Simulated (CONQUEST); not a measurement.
Crystal: Fe.

```
CELL_PARAMETERS angstrom
2.88600 0.00000 0.00000
0.00000 2.88600 0.00000
0.00000 0.00000 2.88600
ATOMIC_POSITIONS crystal
Fe 0.00000 0.00000 0.00000
Fe 0.50000 0.50000 0.50000
```

| Property | Result |
| --- | --- |
| Program | CONQUEST 1.3 |
| Task | single point |
| Functional | PBE |
| Potentials or basis | PseudoDojo NC PBE, DZP, grid cutoff 150 Ha |
| k mesh | 9 × 9 × 9 |
| Occupations | fermi-dirac, width 0.05 eV |
| Spin | collinear spin, ferromagnetic start |
| Starting moments | [3.0, 3.0] μB |

On this cell: pressure -5.4 GPa; largest force zero by symmetry; net moment 4.84 μB per cell; site moments Fe +2.42 μB; band gap on the k mesh none (metal or under the smearing width).

The same run follows on a disturbed copy (atoms of the box moved at random, drawn with an rms of 0.05 Å):

```
CELL_PARAMETERS angstrom
2.88600 0.00000 0.00000
0.00000 2.88600 0.00000
0.00000 0.00000 2.88600
ATOMIC_POSITIONS crystal
Fe 0.99576 0.99742 0.00184
Fe 0.50034 0.50181 0.51156
```

Question: What changes?

Answer: The energy (extrapolated to zero smearing) moves by +2.1 meV/atom; pressure -5.3 GPa; largest force 0.286 eV/Å; net moment 4.84 μB per cell; site moments Fe +2.42 μB; band gap on the k mesh none (metal or under the smearing width).

Forces on the atoms (eV/Å):
```
Fe   0.102  0.097  0.249
Fe  -0.111 -0.094 -0.212
```

Stress tensor (GPa, compression positive):
```
-5.23  0.01  0.00
 0.01 -5.26  0.00
 0.00  0.00 -5.41
```

The forces don't sum to zero, so they hold noise of the program's grid.

Caveats: moments can come out somewhat high in this basis; the basis of atomic orbitals isn't converged, which shifts pressures, moduli and gaps; the box holds several primitive cells, so bands are folded and the points are those of the box's own zone (some runs).
